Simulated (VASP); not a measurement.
# Ge₂Sb₂Te₅: molecular dynamics with a thermostat

Ge₂Sb₂Te₅, P-3m1 (no. 164), 9 atoms in the cell. PBE, molecular dynamics; PAW potentials Te, Sb, Ge (PBE set).

Ensemble: Nose-Hoover; Target temperature (K): 600.

## Input

INCAR:
```
SYSTEM = Ge2Sb2Te5
  GGA = PE
  PREC = Normal
  ENCUT = 200
  EDIFF = 1E-6
  NELMIN = 4
  NELM = 60
  ALGO = Normal
  LREAL = Auto
  LASPH = .TRUE.
  ISMEAR = 0
  SIGMA = 0.05
  ISYM = 0
  LWAVE = .FALSE.
  LCHARG = .FALSE.
  IBRION = 0
  NSW = 60
  POTIM = 3.0
  TEBEG = 600
  ISIF = 2
  RANDOM_SEED = 627825 0 0
  MDALGO = 2
  SMASS = 0
  KPAR = 2
```

KPOINTS:
```
k-points
0
Gamma
  3 3 1
```

POSCAR:
```
Ge2Sb2Te5
1.0
    4.2940644248      0.0000000000      0.0000000000
   -2.1470322124      3.7187688774      0.0000000000
    0.0000000000      0.0000000000     17.1013460000
Te Sb Ge
5 2 2
Direct
    0.6666666667      0.3333333333      0.4198920000
    0.3333333333      0.6666666667      0.5801080000
    0.3333333333      0.6666666667      0.2015420000
    0.6666666667      0.3333333333      0.7984580000
    0.0000000000      0.0000000000      0.0000000000
    0.0000000000      0.0000000000      0.3200680000
    0.0000000000      0.0000000000      0.6799320000
    0.6666666667      0.3333333333      0.1028950000
    0.3333333333      0.6666666667      0.8971050000
```

Commands:
```
cat potpaw_PBE.64/Te/POTCAR potpaw_PBE.64/Sb/POTCAR potpaw_PBE.64/Ge/POTCAR > POTCAR
mpirun -np 2 vasp_std > vasp.out
```

## Result

- Mean temperature (K): 572
- Rise of the mean potential energy above the start (meV/atom): 74.9
- Electronic steps per ionic step after the first: 4.1

Course of the run:

| Time (fs) | Temperature (K) | Potential energy less the first (meV/atom) |
|---|---|---|
| 3 | 600 | 0.0 |
| 18 | 578 | 2.7 |
| 30 | 533 | 8.9 |
| 45 | 477 | 20.4 |
| 57 | 453 | 31.4 |
| 72 | 472 | 46.6 |
| 84 | 540 | 59.4 |
| 99 | 692 | 76.2 |
| 111 | 812 | 91.1 |
| 126 | 814 | 112.0 |
| 138 | 683 | 129.1 |
| 153 | 499 | 147.8 |
| 165 | 407 | 160.0 |
| 180 | 398 | 170.8 |

REPORT:
```
MDALGO =   2
               SCALING =       0
                 CNEXP =     9.000   14.000
           RANDOM_SEED =            627825                0                0

   original number of atomic DOF:         24
   number of independent constraints:      0
   number of active DOF:                  24

========================================
         MD step No.       1
========================================

  Atomic velocities initialized by STEP_tb

  >Energies
                    E_tot             E_pot             E_kin               EPS                ES
   e_b>   -0.33373734E+02   -0.33994392E+02    0.62065725E+00    0.00000000E+00    0.00000000E+00

  >Temperature
               T_sim     T_inst
   tmprt>    600.000    600.199

  >Thermostat:
           s(n+1) sdot(n+1)      s(n)   sdot(n)        Qs
   s_b>   0.00000   0.00001   0.00000   0.00000   0.47369

           RANDOM_SEED =            627825               54                0

[... steps left out ...]

========================================
         MD step No.      60
========================================

  >Energies
                    E_tot             E_pot             E_kin               EPS                ES
   e_b>   -0.33374958E+02   -0.32457580E+02    0.41139643E+00    0.53211045E-01   -0.13819851E+01

  >Temperature
               T_sim     T_inst
   tmprt>    600.000    397.836

  >Thermostat:
           s(n+1) sdot(n+1)      s(n)   sdot(n)        Qs
   s_b>  -1.14822  -0.03653  -1.11369  -0.03253   0.47369

           RANDOM_SEED =            627825               54                0
```

OSZICAR:
```
N       E                     dE             d eps       ncg     rms          rms(c)
DAV:   1     0.128952563562E+03    0.12895E+03   -0.96898E+03   290   0.603E+02
DAV:   2    -0.221953006887E+02   -0.15115E+03   -0.14571E+03   360   0.142E+02
DAV:   3    -0.338763359893E+02   -0.11681E+02   -0.11322E+02   380   0.394E+01
DAV:   4    -0.341788580165E+02   -0.30252E+00   -0.29576E+00   388   0.662E+00
DAV:   5    -0.341874811457E+02   -0.86231E-02   -0.85397E-02   360   0.963E-01    0.117E+01
DAV:   6    -0.339920280665E+02    0.19545E+00   -0.74299E-01   423   0.491E+00    0.753E+00
DAV:   7    -0.341687029391E+02   -0.17667E+00   -0.84168E-01   373   0.596E+00    0.284E+00
DAV:   8    -0.339954826187E+02    0.17322E+00   -0.61545E-01   415   0.531E+00    0.861E-01
DAV:   9    -0.339942683902E+02    0.12142E-02   -0.90795E-02   375   0.141E+00    0.732E-01
DAV:  10    -0.339954761918E+02   -0.12078E-02   -0.10401E-02   351   0.420E-01    0.621E-01
DAV:  11    -0.339947696574E+02    0.70653E-03   -0.81234E-04   351   0.136E-01    0.646E-01
DAV:  12    -0.339948895231E+02   -0.11987E-03   -0.47800E-04   367   0.798E-02    0.725E-01
[... left out ...]
     58 T=   385. E= -.33375073E+02 F= -.32489596E+02 E0= -.32485676E+02  EK= 0.39787E+00 SP= -.13E+01 SK= 0.29E-01
     59 T=   388. E= -.33375051E+02 F= -.32472285E+02 E0= -.32468243E+02  EK= 0.40136E+00 SP= -.13E+01 SK= 0.40E-01
[... last step whole ...]
       N       E                     dE             d eps       ncg     rms          rms(c)
DAV:   1    -0.324575789429E+02    0.14706E-01   -0.36779E-04   470   0.782E-01    0.192E-02
DAV:   2    -0.324575848584E+02   -0.59155E-05   -0.64779E-05   388   0.347E-02    0.139E-02
DAV:   3    -0.324575811875E+02    0.36710E-05   -0.36337E-05   388   0.261E-02    0.870E-03
DAV:   4    -0.324575802817E+02    0.90578E-06   -0.46936E-06   276   0.102E-02
     60 T=   398. E= -.33374958E+02 F= -.32457580E+02 E0= -.32453382E+02  EK= 0.41140E+00 SP= -.14E+01 SK= 0.53E-01
```

Limits: 180 fs of 9 atoms are too short for converged averages; the cell is only 3.7 Å across, so each atom moves in step with near copies of itself.

VASP 6.6.1 took 232 s on 2 cores (Intel Xeon Platinum 8375C @ 2.90GHz (Ice Lake)), a shared host.
